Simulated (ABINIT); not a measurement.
The system is Ta.

```
Ta
1.0
     2.90037    0.00000    0.00000
    -1.45019    2.51180    0.00000
     0.00000    0.00000    5.16627
Ta
2
Direct
  0.33333 0.66667 0.25000
  0.66667 0.33333 0.75000
```

This isn't the form of Ta at room conditions, which is bcc.

Base run:

```yaml
Program: ABINIT 10.8.3 (patched build)
Functional: WC
Potentials_or_basis: JTH PAW PBE v2.0
Cutoff: 626 eV
k_mesh: 11 × 11 × 5
Occupations: fermi-dirac, width 0.05 eV
Spin: no spin polarisation
```

Its results: band gap on the k mesh none (metal or under the smearing width); pressure -6.8 GPa.

Q: After a change of settings the same cell gave: band gap on the k mesh none (metal or under the smearing width); pressure -1.8 GPa. Which change was it?
A. functional from WC to PBEsol
B. functional from WC to RPBE
C. functional from WC to r2SCAN
D. functional from WC to PW91

A: D.

PW91 binds less tightly than WC, so the same cell stands under more pressure.

Caveats: the PAW data sets were made with another functional, which shifts forces and pressure a little.

Runs at the PBE level aren't shown here.
